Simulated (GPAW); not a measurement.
# Magnetic state of free-standing triangular Ni monolayer, spacing 2.356 A from several starts

Does free-standing triangular Ni monolayer, spacing 2.356 A prefer parallel or opposed moments, or none?

Program: GPAW 26.7.0. Level of theory: PBE; plane waves with GPAW's PAW setups, scalar-relativistic. Results are calculated unless marked as measured.

This is a report of a sequence of runs, with most program output left out.

### 1. Starting point

The cell holds 1 atom: 1 Ni. Its edges and angles: a = 2.356 Å, b = 2.356 Å, c = 14.000 Å, α = 90.0°, β = 90.0°, γ = 120.0°. model lattice. Vacuum lies along c.

Structure file:

```
Ni
1.0
     2.35600    0.00000    0.00000
    -1.17800    2.04036    0.00000
     0.00000    0.00000   14.00000
Ni
1
Direct
  0.00000 0.00000 0.50000
```

### 2. Start 1: ferro +

Parallel moments need no larger cell; this start tests for a ferromagnetic state only.

The input, order1.py:

```python
import json
import numpy as np
from ase import Atoms
from ase.parallel import paropen, parprint
from gpaw import GPAW

atoms = Atoms(['Ni'],
    cell=[[2.356, 0.0, 0.0],
         [-1.178, 2.040356, 0.0],
         [0.0, 0.0, 14.0]],
    scaled_positions=[[0.0, 0.0, 0.5]],
    pbc=True,
    magmoms=[1.0])
atoms.calc = GPAW(mode={'name': 'pw', 'ecut': 550},
    xc='PBE',
    kpts={'size': (14, 14, 1), 'gamma': True},
    occupations={'name': 'fermi-dirac', 'width': 0.05},
    convergence={'density': 1e-05, 'energy': 1e-05},
    maxiter=200,
    symmetry={'tolerance': 1e-4},
    txt='order1.txt')
e = atoms.get_potential_energy(force_consistent=True)
res = {'free_energy': e, 'energy_sigma0': atoms.get_potential_energy(), 'fermi_energy': atoms.calc.get_fermi_level()}
res['moments'] = atoms.get_magnetic_moments().tolist()
res['total'] = atoms.get_magnetic_moment()
parprint('site moments (muB):', np.round(res['moments'], 3))
parprint(f"total moment: {res['total']:.3f} muB")
parprint(f'free energy: {e:.6f} eV')
atoms.calc.write('order1.gpw')
with paropen('results.json', 'w') as f:
    json.dump(res, f)
```

Run with:

```sh
> OMP_NUM_THREADS=1 python3 order1.py > order1.log
```

It took 16 s on 1 MPI rank of Intel Xeon 6975P-C (Granite Rapids), shared host; peak memory 0.18 GiB.

Numbers from this step:

| Item | Value |
| --- | --- |
| magnetization | 0.9122 μB |
| final state | ferromagnetic |
| largest moment | 0.9683 μB |

After 14 cycles the largest moment stands at 0.968 μB.

### 3. Order 2, typed as antiferro q=(0,1/2,0) +-

An opposed order shows whether the pairs that it reverses prefer unlike signs.

The cell is doubled to 2 atoms to hold this order. Its mesh is chosen so that both cells sample the same points.

order2.py is the script of step 2 with these lines changed:

```diff
@@ -6,12 +6,13 @@
 
-atoms = Atoms(['Ni'],
+atoms = Atoms(['Ni', 'Ni'],
     cell=[[2.356, 0.0, 0.0],
-         [-1.178, 2.040356, 0.0],
+         [-2.356, 4.080712, 0.0],
          [0.0, 0.0, 14.0]],
-    scaled_positions=[[0.0, 0.0, 0.5]],
+    scaled_positions=[[0.0, 0.0, 0.5],
+         [0.0, 0.5, 0.5]],
     pbc=True,
-    magmoms=[1.0])
+    magmoms=[1.0, -1.0])
 atoms.calc = GPAW(mode={'name': 'pw', 'ecut': 550},
     xc='PBE',
-    kpts={'size': (14, 14, 1), 'gamma': True},
+    kpts={'size': (14, 7, 1), 'gamma': True},
     occupations={'name': 'fermi-dirac', 'width': 0.05},
@@ -20,3 +21,3 @@
     symmetry={'tolerance': 1e-4},
-    txt='order1.txt')
+    txt='order2.txt')
 e = atoms.get_potential_energy(force_consistent=True)
@@ -28,3 +29,3 @@
 parprint(f'free energy: {e:.6f} eV')
-atoms.calc.write('order1.gpw')
+atoms.calc.write('order2.gpw')
 with paropen('results.json', 'w') as f:
```

Run with:

```sh
> OMP_NUM_THREADS=1 python3 order2.py > order2.log
```

It took 3.3 min on 1 MPI rank; peak memory 0.39 GiB.

Read from the output:

| Property | Result |
| --- | --- |
| magnetization | 0 μB |
| final state | antiferromagnetic |
| largest moment | 0.3749 μB |

It lies 75.4 meV a seeded atom over the first start, and its largest moment is 0.375 μB against 0.968 μB.

### 4. Run 3 (no spin polarisation)

This run holds no moments, which gives a state to set the others against.

The input, nospin.py:

```python
import json
import numpy as np
from ase import Atoms
from ase.parallel import paropen, parprint
from gpaw import GPAW

atoms = Atoms(['Ni'],
    cell=[[2.356, 0.0, 0.0],
         [-1.178, 2.040356, 0.0],
         [0.0, 0.0, 14.0]],
    scaled_positions=[[0.0, 0.0, 0.5]],
    pbc=True)
atoms.calc = GPAW(mode={'name': 'pw', 'ecut': 550},
    xc='PBE',
    kpts={'size': (14, 14, 1), 'gamma': True},
    occupations={'name': 'fermi-dirac', 'width': 0.05},
    convergence={'density': 1e-05, 'energy': 1e-05},
    maxiter=200,
    symmetry={'tolerance': 1e-4},
    txt='nospin.txt')
e = atoms.get_potential_energy(force_consistent=True)
res = {'free_energy': e, 'energy_sigma0': atoms.get_potential_energy(), 'fermi_energy': atoms.calc.get_fermi_level()}
parprint(f'free energy: {e:.6f} eV')
atoms.calc.write('nospin.gpw')
with paropen('results.json', 'w') as f:
    json.dump(res, f)
```

Run with:

```sh
> OMP_NUM_THREADS=1 python3 nospin.py > nospin.log
```

Elapsed: 7.6 s, on 1 MPI rank; peak memory 0.16 GiB.

Numbers from this step:

- final state: non-magnetic (no spin polarisation)

It lies 89.9 meV a seeded atom over the first start.

### 5. Ranking

These are free energies at a smearing of 0.05 eV, so its entropy term is in the differences. They are divided by the number of seeded atoms, so that cells of unlike size compare. Wavevectors q in the names are fractions of the reciprocal vectors of the first run's cell.

Orders:

```csv
start,final state,typed order kept,energy over the lowest (meV a seeded atom),largest site moment (μB),net moment (μB a primitive cell),mesh matched,CPU time (s)
ferro +,ferromagnetic,yes,0,0.9683,0.9122,yes,16.34
"antiferro q=(0,1/2,0) +-",antiferromagnetic,yes,75.42,0.3749,1.16e-4,yes,196.8
no spin polarisation,non-magnetic,-,89.88,0,0,yes,7.47
```

### 6. Outcome

| Item | Value |
| --- | --- |
| lowest state found | ferromagnetic (typed ferro +) |
| largest site moment | 0.968 μB |
| next state | antiferromagnetic, 75.4 meV a seeded atom higher |
| energy gained by spin polarisation | 89.9 meV a seeded atom |

What this shows: The lowest state found is ferromagnetic, reached from the start ferro +, with moments up to 0.968 μB. The next state costs 75 meV a seeded atom. This is the lowest of 3 finished starts, no proof of the ground state.

[Logs and program files are shortened in this print: banners, set-up blocks, solver, clock and traceback lines can be left out without a mark of their own.]

[Logs are printed without paths, hosts, clocks, repeated set-up lines and the standing remarks that a program may print on its own settings, such as how far it seeks lower states.]

[Hosts, paths, dates, database ids (printed as entryN), source tags and the programs' standing remarks are cut or masked in the printed files.]

[Where a cell is said to come from a database of computed structures, the database is the Materials Project.]
